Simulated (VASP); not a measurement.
# BeTe (F-43m) in VASP: a series of runs, part 2 of 2

VASP 6.6.1.

## 3. Relaxation of the atoms, PBEsol

The input, INCAR:

```
PREC     = Accurate       # precision mode
ENCUT    = 600            # plane-wave cutoff, eV
EDIFF    = 1E-7           # SCF threshold, eV
ISMEAR   = 0              # smearing method
SIGMA    = 0.03           # smearing width, eV
LREAL    = False          # projectors in reciprocal space
LASPH    = True           # aspherical terms in the spheres
NELM     = 80             # most SCF steps
ALGO     = Fast           # electronic algorithm
ISIF     = 2              # what is computed and relaxed
LWAVE    = False          # write WAVECAR
LCHARG   = False          # write CHGCAR
GGA      = PS             # functional
IBRION   = 2              # ionic algorithm
NSW      = 40             # ionic steps
EDIFFG   = -0.01          # ionic threshold
```

The input, KPOINTS:

```
regular mesh
0
Gamma
  8 8 8
```

The input, POSCAR:

```
BeTe                                    
1.0
    0.0000000000      2.8061350130      2.8061350130
    2.8061350130      0.0000000000      2.8061350130
    2.8061350130      2.8061350130      0.0000000000
  Be              Te            
     1     1
Direct
     0.0000000000000000    0.0000000000000000    0.0000000000000000
     0.2500000000000000    0.2500000000000000    0.2500000000000000
```

Potentials or basis: VASP PAW PBE potentials, release 64 (Be, Te).

Run with:

```console
$ cat potpaw_PBE.64/Be/POTCAR potpaw_PBE.64/Te/POTCAR > POTCAR
$ mpirun -np 1 vasp_std > vasp.out
```

OUTCAR:

```text
PREC = Accurate
   ENCUT = 600
   EDIFF = 1E-7
   ISMEAR = 0
   LREAL = False
   LASPH = True
   NELM = 80
   ISIF = 2
   GGA = PS
   IBRION = 2
   NSW = 40
   EDIFFG = -0.01

 ion  position               nearest neighbor table
   1  0.000  0.000  0.000-   2 2.43   2 2.43   2 2.43   2 2.43
   2  0.250  0.250  0.250-   1 2.43   1 2.43   1 2.43   1 2.43

  LATTYP: Found a face centered cubic cell.
 ALAT       =     5.6122700260

  Lattice vectors:

 A1 = (   0.0000000000,   2.8061350130,   2.8061350130)
 A2 = (   2.8061350130,   0.0000000000,   2.8061350130)
 A3 = (   2.8061350130,   2.8061350130,   0.0000000000)

Analysis of symmetry for initial positions (statically):
=====================================================================
 Subroutine PRICEL returns:
 Original cell was already a primitive cell.

 Routine SETGRP: Setting up the symmetry group for a
 face centered cubic supercell.

 Subroutine GETGRP returns: Found 24 space group operations
 (whereof 24 operations were pure point group operations)
 out of a pool of 48 trial point group operations.
[... 163 lines left out ...]

  energy without entropy =       -8.21599129  energy(sigma->0) =       -8.21599129

 E-fermi :   5.2756     XC(G=0):  -9.2429

 val. band max:        5.1216122940   @ k =   0.0000   0.0000   0.0000
 cond. band min:       6.9494946281   @ k =   0.5000   0.5000   0.0000
 fundamental gap:      1.8278823341
 Fermi energy:         5.2756216411

 k-point     1 :       0.0000    0.0000    0.0000
  band No.  band energies     occupation
      1      -7.2808      2.00000
      2       5.1216      2.00000
      3       5.1216      2.00000
      4       5.1216      2.00000
      5       8.7120      0.00000
      6       8.7120      0.00000
      7       8.7120      0.00000
      8       8.9298      0.00000
[... 243 lines left out ...]
 k-point    24 :      -0.3750    0.2500    0.1250
  band No.  band energies     occupation
      1      -5.6595      2.00000
      2      -0.0873      2.00000
      3       2.1698      2.00000
      4       3.1730      2.00000
      5       9.2598      0.00000
      6       9.4712      0.00000
      7      11.8104      0.00000
      8      12.8712      0.00000

 [... further k-points ...]
[... 5 lines left out ...]
  --------------------------------------------------------------------------------------
  -------------------------------------------------------------------------------------
  Total        0.0013601      0.0013601      0.0013601     -0.0000000      0.0000000     -0.0000000
  in kB        0.0493097      0.0493097      0.0493097     -0.0000000      0.0000000     -0.0000000
  external PRESSURE =       0.0493097 kB  Pullay stress =       0.0000000 kB

 VOLUME and BASIS-vectors are now :
 -----------------------------------------------------------------------------
  energy-cutoff  :      600.00
  volume of cell :       44.19
      direct lattice vectors                 reciprocal lattice vectors
     0.000000000  2.806135013  2.806135013    -0.178181020  0.178181020  0.178181020
     2.806135013  0.000000000  2.806135013     0.178181020 -0.178181020  0.178181020
     2.806135013  2.806135013  0.000000000     0.178181020  0.178181020 -0.178181020

 POSITION                                       TOTAL-FORCE (eV/Angst)
 -----------------------------------------------------------------------------------
      0.00000      0.00000      0.00000         0.000000      0.000000      0.000000
      1.40307      1.40307      1.40307        -0.000000     -0.000000     -0.000000
 -----------------------------------------------------------------------------------
    total drift:                                0.000000      0.000000      0.000000

  FREE ENERGIE OF THE ION-ELECTRON SYSTEM (eV)
  ---------------------------------------------------
  free  energy   TOTEN  =        -8.2159912867 eV

  energy  without entropy=       -8.2159912867  energy(sigma->0) =       -8.21599129

 reached required accuracy - stopping structural energy minimisation
```

OSZICAR:

```text
N       E                     dE             d eps       ncg     rms          rms(c)
DAV:   1     0.212572705923E+02    0.21257E+02   -0.37613E+03   464   0.905E+02
DAV:   2    -0.762396337931E+01   -0.28881E+02   -0.27536E+02   680   0.106E+02
DAV:   3    -0.835450434940E+01   -0.73054E+00   -0.73054E+00   592   0.218E+01
DAV:   4    -0.835859053800E+01   -0.40862E-02   -0.40862E-02   672   0.196E+00
DAV:   5    -0.835860566231E+01   -0.15124E-04   -0.15124E-04   632   0.907E-02    0.402E+00
RMM:   6    -0.825305818034E+01    0.10555E+00   -0.48583E-02   464   0.141E+00    0.239E+00
RMM:   7    -0.821547934593E+01    0.37579E-01   -0.77763E-02   465   0.181E+00    0.363E-01
RMM:   8    -0.821573227840E+01   -0.25293E-03   -0.88210E-03   465   0.849E-01    0.935E-02
RMM:   9    -0.821598762564E+01   -0.25535E-03   -0.16301E-03   480   0.334E-01    0.522E-02
RMM:  10    -0.821598577804E+01    0.18476E-05   -0.19382E-04   464   0.131E-01    0.142E-02
RMM:  11    -0.821599120966E+01   -0.54316E-05   -0.61506E-05   476   0.650E-02    0.133E-02
RMM:  12    -0.821599147234E+01   -0.26268E-06   -0.46847E-06   484   0.224E-02    0.865E-03
RMM:  13    -0.821599126493E+01    0.20741E-06   -0.98540E-07   453   0.105E-02    0.268E-03
RMM:  14    -0.821599128670E+01   -0.21768E-07   -0.26477E-07   393   0.570E-03
   1 F= -.82159913E+01 E0= -.82159913E+01  d E =-.821599E+01
```

CONTCAR:

```text
BeTe
   1.00000000000000
     0.0000000000000000    2.8061350130000000    2.8061350130000000
     2.8061350130000000    0.0000000000000000    2.8061350130000000
     2.8061350130000000    2.8061350130000000    0.0000000000000000
  Be              Te
     1     1
Direct
     0.0000000000000000    0.0000000000000000    0.0000000000000000
     0.2500000000000000    0.2500000000000000    0.2500000000000000

  0.00000000E+00  0.00000000E+00  0.00000000E+00
  0.00000000E+00  0.00000000E+00  0.00000000E+00
```

Run time: 8.3 s. Hardware: 1 thread of AMD EPYC 9R45 (Zen 5), shared host; peak memory 0.15 GiB.

What came out:

| Quantity | Value |
| --- | --- |
| Free energy | -8.2160 eV |
| Pressure after relaxing | 0.0 GPa |
| Band gap on the k mesh | 1.83 eV, indirect (least direct gap 3.59 eV) |

Final structure:
```yaml
crystal:
  lattice:
    - [0.00000, 2.80614, 2.80614]
    - [2.80614, 0.00000, 2.80614]
    - [2.80614, 2.80614, 0.00000]
  atoms:
    - { symbol: Be, position: [0.00000, 0.00000, 0.00000] }
    - { symbol: Te, position: [0.25000, 0.25000, 0.25000] }
```

Levels at points of the mesh, in eV from the valence-band top:
```
           k point  band 1  band 2  band 3  band 4  band 5  band 6  band 7  band 8
(0.00, 0.00, 0.00)  -12.40    0.00    0.00    0.00    3.59    3.59    3.59    3.81
(0.50, 0.00, 0.00)  -11.03   -5.64   -1.15   -1.15    3.06    4.55    4.55    7.66
(0.50, 0.50, 0.00)  -10.52   -5.19   -2.70   -2.70    1.83    2.60    9.77    9.77
```

Caveat: the relaxation stopped at its first step, so nothing moved; the PAW data sets were made with another functional, which shifts forces and pressure a little; spin-orbit coupling is left out, which moves the levels of the heavy elements. As with any semilocal functional, this PBEsol gap is likely too small.

## 4. Relaxation of the atoms, PBEsol (a relaxed cell with its volume scaled by 1.02)

INCAR is that of step 3.

KPOINTS is that of step 3.

The input, POSCAR:

```
BeTe                                    
1.0
    0.0000000000      2.8247192302      2.8247192302
    2.8247192302      0.0000000000      2.8247192302
    2.8247192302      2.8247192302      0.0000000000
  Be              Te            
     1     1
Direct
     0.0000000000000000    0.0000000000000000    0.0000000000000000
     0.2500000000000000    0.2500000000000000    0.2500000000000000
```

Run with:

```console
$ cat potpaw_PBE.64/Be/POTCAR potpaw_PBE.64/Te/POTCAR > POTCAR
$ mpirun -np 1 vasp_std > vasp.out
```

Wall time 8.3 s (1 thread of AMD EPYC 9R45 (Zen 5), shared host); peak memory 0.15 GiB.

Results (log left out):

* Free energy: -8.2128 eV
* Pressure after relaxing: -1.1 GPa
* Band gap on the k mesh: 1.88 eV, indirect (least direct gap 3.61 eV)

Final structure:
```
CELL_PARAMETERS angstrom
0.00000 2.82472 2.82472
2.82472 0.00000 2.82472
2.82472 2.82472 0.00000
ATOMIC_POSITIONS crystal
Be 0.00000 0.00000 0.00000
Te 0.25000 0.25000 0.25000
```

Levels at points of the mesh, in eV from the valence-band top:
```tsv
k point	band 2	band 3	band 4	band 5	band 6	band 7
(0.00, 0.00, 0.00)	0.00	0.00	0.00	3.61	3.61	3.61
(0.50, 0.00, 0.00)	-5.52	-1.12	-1.12	3.01	4.56	4.56
(0.50, 0.50, 0.00)	-5.08	-2.62	-2.62	1.88	2.63	9.65
```

Caveat: the relaxation stopped at its first step, so nothing moved; the PAW data sets were made with another functional, which shifts forces and pressure a little; spin-orbit coupling is left out, which moves the levels of the heavy elements. A k mesh can miss the band edges.

## 5. Relaxation of the atoms, PBEsol (a relaxed cell with its volume scaled by 1.04)

INCAR is that of step 4.

KPOINTS is that of step 4.

The input, POSCAR:

```
BeTe                                    
1.0
    0.0000000000      2.8430620768      2.8430620768
    2.8430620768      0.0000000000      2.8430620768
    2.8430620768      2.8430620768      0.0000000000
  Be              Te            
     1     1
Direct
     0.0000000000000000    0.0000000000000000    0.0000000000000000
     0.2500000000000000    0.2500000000000000    0.2500000000000000
```

Potentials or basis: VASP PAW PBE potentials, release 64 (Be, Te).

Run with:

```console
$ cat potpaw_PBE.64/Be/POTCAR potpaw_PBE.64/Te/POTCAR > POTCAR
$ mpirun -np 1 vasp_std > vasp.out
```

OUTCAR:

```text
PREC = Accurate
   ENCUT = 600
   EDIFF = 1E-7
   ISMEAR = 0
   LREAL = False
   LASPH = True
   NELM = 80
   ISIF = 2
   GGA = PS
   IBRION = 2
   NSW = 40
   EDIFFG = -0.01

 ion  position               nearest neighbor table
   1  0.000  0.000  0.000-   2 2.46   2 2.46   2 2.46   2 2.46
   2  0.250  0.250  0.250-   1 2.46   1 2.46   1 2.46   1 2.46

  LATTYP: Found a face centered cubic cell.
 ALAT       =     5.6861241536

  Lattice vectors:

[... 446 lines left out ...]
      4       2.8526      2.00000
      5       8.8123      0.00000
      6       9.0108      0.00000
      7      11.2533      0.00000
      8      12.3061      0.00000

 [... further k-points ...]
[... 5 lines left out ...]
  --------------------------------------------------------------------------------------
  -------------------------------------------------------------------------------------
  Total       -0.6261041     -0.6261041     -0.6261041     -0.0000000      0.0000000     -0.0000000
  in kB      -21.8256965    -21.8256965    -21.8256965     -0.0000000      0.0000000     -0.0000000
  external PRESSURE =     -21.8256965 kB  Pullay stress =       0.0000000 kB

 VOLUME and BASIS-vectors are now :
 -----------------------------------------------------------------------------
  energy-cutoff  :      600.00
  volume of cell :       45.96
      direct lattice vectors                 reciprocal lattice vectors
     0.000000000  2.843062077  2.843062077    -0.175866719  0.175866719  0.175866719
     2.843062077  0.000000000  2.843062077     0.175866719 -0.175866719  0.175866719
     2.843062077  2.843062077  0.000000000     0.175866719  0.175866719 -0.175866719

 POSITION                                       TOTAL-FORCE (eV/Angst)
 -----------------------------------------------------------------------------------
      0.00000      0.00000      0.00000        -0.000000     -0.000000     -0.000000
      1.42153      1.42153      1.42153         0.000000      0.000000      0.000000
 -----------------------------------------------------------------------------------
    total drift:                                0.000000      0.000000      0.000000

  FREE ENERGIE OF THE ION-ELECTRON SYSTEM (eV)
  ---------------------------------------------------
  free  energy   TOTEN  =        -8.2036034627 eV

  energy  without entropy=       -8.2036034627  energy(sigma->0) =       -8.20360346

 reached required accuracy - stopping structural energy minimisation
```

It took 7.9 s on 1 thread of AMD EPYC 9R45 (Zen 5), shared host; peak memory 0.15 GiB.

What came out:

- Free energy: -8.2036 eV
- Pressure after relaxing: -2.2 GPa
- Band gap on the k mesh: 1.92 eV, indirect (least direct gap 3.53 eV)

Final structure:
```
CELL_PARAMETERS angstrom
0.00000 2.84306 2.84306
2.84306 0.00000 2.84306
2.84306 2.84306 0.00000
ATOMIC_POSITIONS crystal
Be 0.00000 0.00000 0.00000
Te 0.25000 0.25000 0.25000
```

Caveat: the relaxation stopped at its first step, so nothing moved; the PAW data sets were made with another functional, which shifts forces and pressure a little; spin-orbit coupling is left out, which moves the levels of the heavy elements. A k mesh can miss the band edges.

## 6. Relaxation of the atoms, PBEsol (a relaxed cell with its volume scaled by 1.06)

INCAR is that of step 5.

KPOINTS is that of step 5.

The input, POSCAR:

```
BeTe                                    
1.0
    0.0000000000      2.8611712407      2.8611712407
    2.8611712407      0.0000000000      2.8611712407
    2.8611712407      2.8611712407      0.0000000000
  Be              Te            
     1     1
Direct
     0.0000000000000000    0.0000000000000000    0.0000000000000000
     0.2500000000000000    0.2500000000000000    0.2500000000000000
```

Potentials or basis: VASP PAW PBE potentials, release 64 (Be, Te).

Run with:

```console
$ cat potpaw_PBE.64/Be/POTCAR potpaw_PBE.64/Te/POTCAR > POTCAR
$ mpirun -np 1 vasp_std > vasp.out
```

It took 8.3 s on 1 thread of AMD EPYC 9R45 (Zen 5), shared host; peak memory 0.15 GiB.

Results (log left out):

```
Free energy             : -8.1889 eV
Pressure after relaxing : -3.1 GPa
Band gap on the k mesh  : 1.97 eV, indirect (least direct gap 3.40 eV)
```

Final structure:
```
Be Te
1.0
     0.00000    2.86117    2.86117
     2.86117    0.00000    2.86117
     2.86117    2.86117    0.00000
Be Te
1 1
Direct
  0.00000 0.00000 0.00000
  0.25000 0.25000 0.25000
```

Levels at points of the mesh, in eV from the valence-band top:
```
           k point  band 2  band 3  band 4  band 5  band 6  band 7
(0.00, 0.00, 0.00)    0.00    0.00    0.00    3.40    3.64    3.64
(0.50, 0.00, 0.00)   -5.28   -1.06   -1.06    2.91    4.57    4.57
(0.50, 0.50, 0.00)   -4.88   -2.48   -2.48    1.97    2.67    9.41
```

Caveat: the relaxation stopped at its first step, so nothing moved; the PAW data sets were made with another functional, which shifts forces and pressure a little; spin-orbit coupling is left out, which moves the levels of the heavy elements. A k mesh can miss the band edges.

## 7. Summary

| cell | gap on the mesh (eV) | pressure (GPa) |
| --- | --- | --- |
| atoms relaxed from: a relaxed cell with its volume scaled by 0.98 | 1.78 | 1.3 |
| atoms relaxed | 1.83 | 0.0 |
| atoms relaxed from: a relaxed cell with its volume scaled by 1.02 | 1.88 | -1.1 |
| atoms relaxed from: a relaxed cell with its volume scaled by 1.04 | 1.92 | -2.2 |
| atoms relaxed from: a relaxed cell with its volume scaled by 1.06 | 1.97 | -3.1 |

Alike in all rows: task relaxation of the atoms; level PBEsol; potentials or basis VASP PAW PBE potentials, release 64 (Be, Te); no spin polarisation; k mesh 8 × 8 × 8; cutoff (eV) 600; smearing gaussian 0.03 eV.

Caveats: the relaxation stopped at its first step, so nothing moved; the PAW data sets were made with another functional, which shifts forces and pressure a little; spin-orbit coupling is left out, which moves the levels of the heavy elements.

Absolute energies hang on the potentials; compare differences alone.
